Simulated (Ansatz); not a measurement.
# How much does Mo in Ru(0001), 2x2 scatter?, part 2 of 3

How strong a scatterer is Mo in Ru(0001), 2x2, and does relaxation matter?

Ansatz 0.2.0; Ansatz plane-wave DFT, PBE, PAW files; ballistic transport by layer matching (Landauer), zero bias; PAW set soft_1 (the session's first sound run).

So far, resistivity per at.% scaled from this dense plane, with the factor 3/4 for isotropic scattering (µΩ cm): step 3 (resistance at ideal sites) 1.76.

## (4) Relaxing the neighbours

The neighbours of the defect are let go while the lead's layers stay on their sites, since a lead must repeat to 0.01 Å.

This step: Ansatz plane-wave DFT, PBE, PAW files; relaxation with the lead's layers held; PAW set soft_1 (Ansatz 0.2.0).

Input file input.yaml:

```yaml
crystal:
  lattice:
    - [5.4116, 0.0, 0.0]
    - [-2.7058, 4.6865830751, 0.0]
    - [0.0, 0.0, 34.2552]
  atoms:
    - { symbol: Ru, position: [0.1666666667, 0.3333333333, 0.03125] }
    - { symbol: Ru, position: [0.1666666667, 0.8333333333, 0.03125] }
    - { symbol: Ru, position: [0.6666666667, 0.3333333333, 0.03125] }
    - { symbol: Ru, position: [0.6666666667, 0.8333333333, 0.03125] }
    - { symbol: Ru, position: [0.3333333333, 0.1666666667, 0.09375] }
    - { symbol: Ru, position: [0.3333333333, 0.6666666667, 0.09375] }
    - { symbol: Ru, position: [0.8333333333, 0.1666666667, 0.09375] }
    - { symbol: Ru, position: [0.8333333333, 0.6666666667, 0.09375] }
    - { symbol: Ru, position: [0.1666666667, 0.3333333333, 0.15625] }
    - { symbol: Ru, position: [0.1666666667, 0.8333333333, 0.15625] }
    - { symbol: Ru, position: [0.6666666667, 0.3333333333, 0.15625] }
    - { symbol: Ru, position: [0.6666666667, 0.8333333333, 0.15625] }
    - { symbol: Ru, position: [0.3333333333, 0.1666666667, 0.21875] }
    - { symbol: Ru, position: [0.3333333333, 0.6666666667, 0.21875] }
    - { symbol: Ru, position: [0.8333333333, 0.1666666667, 0.21875] }
    - { symbol: Ru, position: [0.8333333333, 0.6666666667, 0.21875] }
    - { symbol: Ru, position: [0.1666666667, 0.3333333333, 0.28125] }
    - { symbol: Ru, position: [0.1666666667, 0.8333333333, 0.28125] }
    - { symbol: Ru, position: [0.6666666667, 0.3333333333, 0.28125] }
    - { symbol: Ru, position: [0.6666666667, 0.8333333333, 0.28125] }
    - { symbol: Ru, position: [0.3333333333, 0.1666666667, 0.34375] }
    - { symbol: Ru, position: [0.3333333333, 0.6666666667, 0.34375] }
    - { symbol: Ru, position: [0.8333333333, 0.1666666667, 0.34375] }
    - { symbol: Ru, position: [0.8333333333, 0.6666666667, 0.34375] }
    - { symbol: Ru, position: [0.1666666667, 0.3333333333, 0.40625] }
    - { symbol: Ru, position: [0.1666666667, 0.8333333333, 0.40625] }
    - { symbol: Ru, position: [0.6666666667, 0.3333333333, 0.40625] }
    - { symbol: Ru, position: [0.6666666667, 0.8333333333, 0.40625] }
    - { symbol: Ru, position: [0.3333333333, 0.1666666667, 0.46875] }
    - { symbol: Ru, position: [0.3333333333, 0.6666666667, 0.46875] }
    - { symbol: Ru, position: [0.8333333333, 0.1666666667, 0.46875] }
    - { symbol: Ru, position: [0.8333333333, 0.6666666667, 0.46875] }
    - { symbol: Mo, position: [0.1666666667, 0.3333333333, 0.53125] }
    - { symbol: Ru, position: [0.1666666667, 0.8333333333, 0.53125] }
    - { symbol: Ru, position: [0.6666666667, 0.3333333333, 0.53125] }
    - { symbol: Ru, position: [0.6666666667, 0.8333333333, 0.53125] }
    - { symbol: Ru, position: [0.3333333333, 0.1666666667, 0.59375] }
    - { symbol: Ru, position: [0.3333333333, 0.6666666667, 0.59375] }
    - { symbol: Ru, position: [0.8333333333, 0.1666666667, 0.59375] }
    - { symbol: Ru, position: [0.8333333333, 0.6666666667, 0.59375] }
    - { symbol: Ru, position: [0.1666666667, 0.3333333333, 0.65625] }
    - { symbol: Ru, position: [0.1666666667, 0.8333333333, 0.65625] }
    - { symbol: Ru, position: [0.6666666667, 0.3333333333, 0.65625] }
    - { symbol: Ru, position: [0.6666666667, 0.8333333333, 0.65625] }
    - { symbol: Ru, position: [0.3333333333, 0.1666666667, 0.71875] }
    - { symbol: Ru, position: [0.3333333333, 0.6666666667, 0.71875] }
    - { symbol: Ru, position: [0.8333333333, 0.1666666667, 0.71875] }
    - { symbol: Ru, position: [0.8333333333, 0.6666666667, 0.71875] }
    - { symbol: Ru, position: [0.1666666667, 0.3333333333, 0.78125] }
    - { symbol: Ru, position: [0.1666666667, 0.8333333333, 0.78125] }
    - { symbol: Ru, position: [0.6666666667, 0.3333333333, 0.78125] }
    - { symbol: Ru, position: [0.6666666667, 0.8333333333, 0.78125] }
    - { symbol: Ru, position: [0.3333333333, 0.1666666667, 0.84375] }
    - { symbol: Ru, position: [0.3333333333, 0.6666666667, 0.84375] }
    - { symbol: Ru, position: [0.8333333333, 0.1666666667, 0.84375] }
    - { symbol: Ru, position: [0.8333333333, 0.6666666667, 0.84375] }
    - { symbol: Ru, position: [0.1666666667, 0.3333333333, 0.90625] }
    - { symbol: Ru, position: [0.1666666667, 0.8333333333, 0.90625] }
    - { symbol: Ru, position: [0.6666666667, 0.3333333333, 0.90625] }
    - { symbol: Ru, position: [0.6666666667, 0.8333333333, 0.90625] }
    - { symbol: Ru, position: [0.3333333333, 0.1666666667, 0.96875] }
    - { symbol: Ru, position: [0.3333333333, 0.6666666667, 0.96875] }
    - { symbol: Ru, position: [0.8333333333, 0.1666666667, 0.96875] }
    - { symbol: Ru, position: [0.8333333333, 0.6666666667, 0.96875] }
kpoints:
  mp_grid: { grid: [5, 5, 1] }
hamiltonian:
  xc: pbe
  pseudopotentials: { kind: paw, azcp: { folder: soft_1 } }
scf:
  occupations: { method: fermi_dirac, width: 0.1 }
relax:
  f_tol: 0.03
  max_steps: 40
  constraints:
    - { sites: [0, 1, 2, 3, 4, 5, 6, 7, 8, 9, 10, 11, 12, 13, 14, 15, 16, 17, 18, 19, 44, 45, 46, 47, 48, 49, 50, 51, 52, 53, 54, 55, 56, 57, 58, 59, 60, 61, 62, 63] }
```

Launch:

```sh
$ ansatz run input.yaml --threads 4 --pin off --max-ram 15360MiB --backend cpu --events-out ev --progress --plain --runs-dir out
```

Numbers of over 12 decimals in the logs are rounded to 6 here.

The log of the run:

```text
Warning: crystal.symmetry: narrowed to the stabiliser of the relax constraints — unitary ops 12 → 6; lowered at sites 20, 21, 22, 23, 44, 45, 46, 47 (the operations that carried what is held of a site onto what its image site leaves free; the constrained walk keeps no symmetry that its constraints do not admit)
[...]
Crystal: 64 atoms, lattice volume = 868.777 Å³
Basis set: ecut = 420 eV, 16909 PW (Γ), exchange–correlation on 80×80×480 points (8 copies of the dense FFT grid, shifted against one another)
Bands: 614, of which v1, the nominal top of the filled ones, is band 511 counted from 1 (510 counted from 0)
Symmetry: 6 space group operations
k-points: 5 of 25 (time reversal used)
[...]
SCF iter   1: F=—  HF=-375358.840839 eV  |F-HF|=—  |Δ(HF+E_count)|=         —  Δρ=1.25e-1  dr2=7.81e2  ethr=3.10e-3  ⟨swp⟩=5.0  Hψ=9987  notcnv=0
[...]
SCF iter   8: F=-375316.858523 eV  HF=-375316.858525 eV  |F-HF|=2.00e-6  |Δ(HF+E_count)|=   1.43e-6  Δρ=9.27e-6  dr2=2.35e-6  ethr=2.20e-9  ⟨swp⟩=2.0  Hψ=8546  notcnv=0
SCF 1 converged in 8 iterations: F = -375316.858523 eV  dr2 = 2.35e-6
[...]
relax step   1: F+E_penalty+E_count = -375316.85852313 eV  Δ(F+E_penalty+E_count) = +0.000e0 eV  max|allowed force component| = 2.280e-1 eV/Å  Δτ_max = 0.0000 Å  (8 SCF iters, dr2 threshold 2.25e-5 eV, accepted)
[...]
iter 1 solved again at ethr=6.02e-5 eV; its pass at ethr=3.10e-3 eV (dr2=6.15e-1 eV) is discarded
[...]
SCF iter   6: F=-375316.878655 eV  HF=-375316.878655 eV  |F-HF|=2.78e-7  |Δ(HF+E_count)|=   1.29e-6  Δρ=4.81e-6  dr2=3.82e-7  ethr=3.18e-10  ⟨swp⟩=2.8  Hψ=8630  notcnv=0
SCF 2 converged in 6 iterations: F = -375316.878655 eV  dr2 = 3.82e-7
relax step   2: F+E_penalty+E_count = -375316.87865513 eV  Δ(F+E_penalty+E_count) = -2.013e-2 eV  max|allowed force component| = 8.993e-2 eV/Å  Δτ_max = 0.0341 Å  (6 SCF iters, dr2 threshold 3.25e-6 eV, accepted)
SCF iter   1: F=—  HF=-375316.885202 eV  |F-HF|=—  |Δ(HF+E_count)|=         —  Δρ=1.05e-3  dr2=7.08e-2  ethr=7.84e-5  ⟨swp⟩=2.2  Hψ=5305  notcnv=0  defer=48
[...]
SCF iter   7: F=-375316.884850 eV  HF=-375316.884850 eV  |F-HF|=4.12e-8  |Δ(HF+E_count)|=   4.60e-9  Δρ=5.75e-7  dr2=4.22e-8  ethr=9.78e-12  ⟨swp⟩=3.0  Hψ=6912  notcnv=0
SCF 3 converged in 7 iterations: F = -375316.884850 eV  dr2 = 4.22e-8
relax step   3: F+E_penalty+E_count = -375316.88485028 eV  Δ(F+E_penalty+E_count) = -6.195e-3 eV  max|allowed force component| = 1.811e-2 eV/Å  Δτ_max = 0.0128 Å  (7 SCF iters, accepted)
SCF converged after 7 iterations
Free energy (F): -375316.884850 eV
[...]
Internal energy: -375314.873672 eV  (E = F + TS)
E sigma→0 (E₀):  -375315.879261 eV
Entropy (-TS):   -2.011178 eV (-31.425 meV/atom)
Fermi energy:    23.377842 eV
[...]
--- Forces (eV/Å), atoms counted from 1 ---
  atom   1  Ru     0.00000000     0.00000000     0.00096010
  atom   2  Ru    -0.00181133    -0.00104577     0.00076271
  atom   3  Ru    -0.00000000     0.00209154     0.00076271
  atom   4  Ru     0.00181133    -0.00104577     0.00076271
  atom   5  Ru    -0.00219395     0.00126668     0.00534009
  atom   6  Ru     0.00000000    -0.00253336     0.00534009
  atom   7  Ru     0.00219395     0.00126668     0.00534009
  atom   8  Ru     0.00000000    -0.00000000     0.00630852
  atom   9  Ru    -0.00000000     0.00000000     0.00250972
  atom  10  Ru    -0.00419590    -0.00242250    -0.01100665
  atom  11  Ru    -0.00000000     0.00484501    -0.01100665
  atom  12  Ru     0.00419590    -0.00242250    -0.01100665
  atom  13  Ru    -0.00185330     0.00107001    -0.01903747
  atom  14  Ru    -0.00000000    -0.00214001    -0.01903747
  atom  15  Ru     0.00185330     0.00107001    -0.01903747
  atom  16  Ru     0.00000000    -0.00000000    -0.01129514
  atom  17  Ru     0.00000000     0.00000000    -0.01260725
  atom  18  Ru    -0.01155550    -0.00667157    -0.07140678
  atom  19  Ru    -0.00000000     0.01334314    -0.07140678
  atom  20  Ru     0.01155550    -0.00667157    -0.07140678
  atom  21  Ru    -0.00245675     0.00141840    -0.00374191
  atom  22  Ru     0.00000000    -0.00283681    -0.00374191
  atom  23  Ru     0.00245675     0.00141840    -0.00374191
  atom  24  Ru     0.00000000    -0.00000000     0.00234308
  atom  25  Ru     0.00000000     0.00000000     0.01531406
  atom  26  Ru    -0.01551563    -0.00895795     0.00372946
  atom  27  Ru     0.00000000     0.01791590     0.00372946
  atom  28  Ru     0.01551563    -0.00895795     0.00372946
  atom  29  Ru     0.00838351    -0.00484022     0.00258144
  atom  30  Ru     0.00000000     0.00968045     0.00258144
  atom  31  Ru    -0.00838351    -0.00484022     0.00258144
  atom  32  Ru     0.00000000    -0.00000000     0.00748129
  atom  33  Mo    -0.00000000    -0.00000000     0.00019976
  atom  34  Ru    -0.00446178    -0.00257601    -0.00001554
  atom  35  Ru     0.00000000     0.00515203    -0.00001554
  atom  36  Ru     0.00446178    -0.00257601    -0.00001554
  atom  37  Ru     0.00876817    -0.00506230    -0.00434947
  atom  38  Ru    -0.00000000     0.01012461    -0.00434947
  atom  39  Ru    -0.00876817    -0.00506230    -0.00434947
  atom  40  Ru     0.00000000    -0.00000000    -0.00826532
[...]
atom  53  Ru    -0.00111865     0.00064585     0.00685213
  atom  54  Ru     0.00000000    -0.00129170     0.00685213
  atom  55  Ru     0.00111865     0.00064585     0.00685213
  atom  56  Ru     0.00000000    -0.00000000    -0.00052091
  atom  57  Ru     0.00000000     0.00000000    -0.00547984
  atom  58  Ru    -0.00434540    -0.00250882     0.00783274
  atom  59  Ru     0.00000000     0.00501763     0.00783274
  atom  60  Ru     0.00434540    -0.00250882     0.00783274
  atom  61  Ru    -0.00198394     0.00114543    -0.00483606
  atom  62  Ru     0.00000000    -0.00229085    -0.00483606
  atom  63  Ru     0.00198394     0.00114543    -0.00483606
  atom  64  Ru     0.00000000    -0.00000000    -0.00559257
  max |Σ_I F_I| component: 1.71e-5 eV/Å
--- Relaxed structure (3 steps of the walk, 3 accepted, 0 SCFs on fresh bases) ---
  F+E_penalty+E_count = -375316.88485028 eV   max|allowed force component| = 1.811e-2 eV/Å
  atoms:
    - { symbol: Ru, position: [0.166667, 0.333333, 0.03125] }
    - { symbol: Ru, position: [0.166667, 0.833333, 0.03125] }
    - { symbol: Ru, position: [0.666667, 0.333333, 0.03125] }
    - { symbol: Ru, position: [0.666667, 0.833333, 0.03125] }
    - { symbol: Ru, position: [0.333333, 0.166667, 0.093750] }
    - { symbol: Ru, position: [0.333333, 0.666667, 0.093750] }
    - { symbol: Ru, position: [0.833333, 0.166667, 0.093750] }
    - { symbol: Ru, position: [0.833333, 0.666667, 0.093750] }
    - { symbol: Ru, position: [0.166667, 0.333333, 0.15625] }
    - { symbol: Ru, position: [0.166667, 0.833333, 0.15625] }
    - { symbol: Ru, position: [0.666667, 0.333333, 0.15625] }
    - { symbol: Ru, position: [0.666667, 0.833333, 0.15625] }
    - { symbol: Ru, position: [0.333333, 0.166667, 0.218750] }
    - { symbol: Ru, position: [0.333333, 0.666667, 0.218750] }
    - { symbol: Ru, position: [0.833333, 0.166667, 0.218750] }
    - { symbol: Ru, position: [0.833333, 0.666667, 0.218750] }
    - { symbol: Ru, position: [0.166667, 0.333333, 0.28125] }
    - { symbol: Ru, position: [0.166667, 0.833333, 0.28125] }
    - { symbol: Ru, position: [0.666667, 0.333333, 0.28125] }
    - { symbol: Ru, position: [0.666667, 0.833333, 0.28125] }
    - { symbol: Ru, position: [0.333136, 0.166864, 0.343515] }
    - { symbol: Ru, position: [0.333136, 0.666272, 0.343515] }
    - { symbol: Ru, position: [0.833728, 0.166864, 0.343515] }
    - { symbol: Ru, position: [0.833333, 0.666667, 0.343514] }
    - { symbol: Ru, position: [0.166667, 0.333333, 0.406217] }
    - { symbol: Ru, position: [0.165174, 0.832587, 0.405649] }
    - { symbol: Ru, position: [0.667413, 0.334826, 0.405649] }
    - { symbol: Ru, position: [0.667413, 0.832587, 0.405649] }
    - { symbol: Ru, position: [0.334221, 0.165779, 0.468168] }
    - { symbol: Ru, position: [0.334221, 0.668442, 0.468168] }
    - { symbol: Ru, position: [0.831558, 0.165779, 0.468168] }
    - { symbol: Ru, position: [0.833333, 0.666667, 0.468552] }
    - { symbol: Mo, position: [0.166667, 0.333333, 0.531151] }
    - { symbol: Ru, position: [0.164538, 0.832269, 0.531154] }
    - { symbol: Ru, position: [0.667731, 0.335462, 0.531154] }
    - { symbol: Ru, position: [0.667731, 0.832269, 0.531154] }
    - { symbol: Ru, position: [0.334214, 0.165786, 0.594150] }
    - { symbol: Ru, position: [0.334214, 0.668428, 0.594150] }
    - { symbol: Ru, position: [0.831572, 0.165786, 0.594150] }
    - { symbol: Ru, position: [0.833333, 0.666667, 0.593763] }
    - { symbol: Ru, position: [0.166667, 0.333333, 0.656121] }
[...]
- { symbol: Ru, position: [0.333333, 0.166667, 0.84375] }
    - { symbol: Ru, position: [0.333333, 0.666667, 0.84375] }
    - { symbol: Ru, position: [0.833333, 0.166667, 0.84375] }
    - { symbol: Ru, position: [0.833333, 0.666667, 0.84375] }
    - { symbol: Ru, position: [0.166667, 0.333333, 0.906250] }
    - { symbol: Ru, position: [0.166667, 0.833333, 0.906250] }
    - { symbol: Ru, position: [0.666667, 0.333333, 0.906250] }
    - { symbol: Ru, position: [0.666667, 0.833333, 0.906250] }
    - { symbol: Ru, position: [0.333333, 0.166667, 0.96875] }
    - { symbol: Ru, position: [0.333333, 0.666667, 0.96875] }
    - { symbol: Ru, position: [0.833333, 0.166667, 0.96875] }
    - { symbol: Ru, position: [0.833333, 0.666667, 0.96875] }
```

Wall time 5 min (4 threads of Intel Xeon Platinum 8259CL at 2.50GHz (Skylake/Cascade Lake), shared host); peak memory 8.2 GiB; 19 min of CPU time.

Step by step:

| step | energy less that of the first step (eV) | largest force component (eV/Å) |
| --- | --- | --- |
| 1 | 0.0000 | 0.2280 |
| 2 | -0.0201 | 0.0899 |
| 3 | -0.0263 | 0.0181 |

The atoms that moved most (Å):

| atom | dx | dy | dz | length |
| --- | --- | --- | --- | --- |
| Ru27 | 0.000 | 0.007 | -0.021 | 0.022 |
| Ru26 | -0.006 | -0.003 | -0.021 | 0.022 |
| Ru28 | 0.006 | -0.003 | -0.021 | 0.022 |
| Ru30 | 0.000 | 0.008 | -0.020 | 0.022 |
| Ru29 | 0.007 | -0.004 | -0.020 | 0.022 |
| Ru31 | -0.007 | -0.004 | -0.020 | 0.022 |
| Ru38 | 0.000 | 0.008 | 0.014 | 0.016 |
| Ru37 | 0.007 | -0.004 | 0.014 | 0.016 |

Numbers from this step:

| Item | Value |
| --- | --- |
| free energy | -375316.8849 eV |
| energy at zero smearing | -375315.8793 eV |

The largest force component on a free atom ends at 0.018 eV/Å, under the tolerance of 0.03, after 3 steps.

(Part 2 of 3 ends here.)

[Logs are printed without paths, hosts, clocks, repeated set-up lines and the standing remarks that a program may print on its own settings, such as how far it seeks lower states.]

[Hosts, paths, dates, database ids (printed as entryN), source tags and the programs' standing remarks are cut or masked in the printed files.]
